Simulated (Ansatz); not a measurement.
SrVO3: course of a relaxation

The calculation used DFT PBE, scalar-relativistic, plane waves, PAW in Ansatz 0.2.0. Settings: 420 eV cutoff, 10×10×10 k-mesh, Gaussian smearing of 0.10 eV, collinear spin.

What was changed: relaxed at 25 GPa.

Other phases may be more stable at this pressure.

Command:

```bash
ansatz run input.yaml --threads 1 --pin off --max-ram 2560MiB --backend cpu --events-out ev --progress --plain --runs-dir out
```

Input:

```yaml
crystal:
  lattice:
    - [3.7168510488, 0.0, 0.0]
    - [0.0, 3.7168510488, 0.0]
    - [0.0, 0.0, 3.7168510488]
  atoms:
    - { symbol: Sr, position: [0.5, 0.5, 0.5] }
    - { symbol: V, position: [0.0, 0.0, 0.0], spin: 0.23 }
    - { symbol: O, position: [0.5, 0.0, 0.0] }
    - { symbol: O, position: [0.0, 0.5, 0.0] }
    - { symbol: O, position: [0.0, 0.0, 0.5] }
basis:
  ecutwfc: 420
kpoints:
  mp_grid: { grid: [10, 10, 10] }
hamiltonian:
  xc: pbe
scf:
  occupations: { method: gaussian, width: 0.1 }
output:
  forces: true
  stress: true
  eigenvalues: true
  populations: true
magnetization:
  spin_polarized: true
relax:
  adjacent_minimum: "off"
  f_tol: 0.008
  max_steps: 50
  cell: { stress_tol: 0.08, p_target: 25.0 }
```

F is the free energy. Steps run on the plane waves of an earlier cell, but the last one, and at times one on the way, on a freshly chosen basis, so a repeated geometry can differ a little in energy. The relaxation lowers the enthalpy F + PV at the target pressure, so F itself can rise.

Steps:

| step | F − F(1) (eV) | largest force component (eV/Å) | V (Å³/atom) | P (GPa) |
| --- | --- | --- | --- | --- |
| 1 | 0.0000 | 0.000 | 10.270 | 26.03 |
| 2 | -0.0262 | 0.000 | 10.303 | 25.06 |
| 3 | -0.0270 | 0.000 | 10.303 | 25.09 |
| 4 | -0.0294 | 0.000 | 10.307 | 25.00 |
| 5 | -0.0294 | 0.000 | 10.307 | 25.00 |

Relaxed structure:

```yaml
crystal:
  lattice:
    - [3.72130, 0.00000, 0.00000]
    - [0.00000, 3.72130, 0.00000]
    - [0.00000, 0.00000, 3.72130]
  atoms:
    - { symbol: Sr, position: [0.50000, 0.50000, 0.50000] }
    - { symbol: V, position: [0.00000, 0.00000, 0.00000] }
    - { symbol: O, position: [0.50000, 0.00000, 0.00000] }
    - { symbol: O, position: [0.00000, 0.50000, 0.00000] }
    - { symbol: O, position: [0.00000, 0.00000, 0.50000] }
```

It takes space group Pm-3m (No. 221, cubic). The conventional cell has a = 3.721 Å, b = 3.721 Å, c = 3.721 Å, α = 90.00°, β = 90.00°, γ = 90.00°. Around Sr (site symmetry m-3m) lie 12 O at 2.63 Å. V (site symmetry m-3m) has 6 O at 1.86 Å as nearest neighbours. Around O (site symmetry 4/mmm) lie 2 V at 1.86 Å.

The run converged. It took 48 s on 1 thread of Intel(R) Xeon(R) Processor @ 2.70GHz, on a shared host, peak memory 0.46 GiB.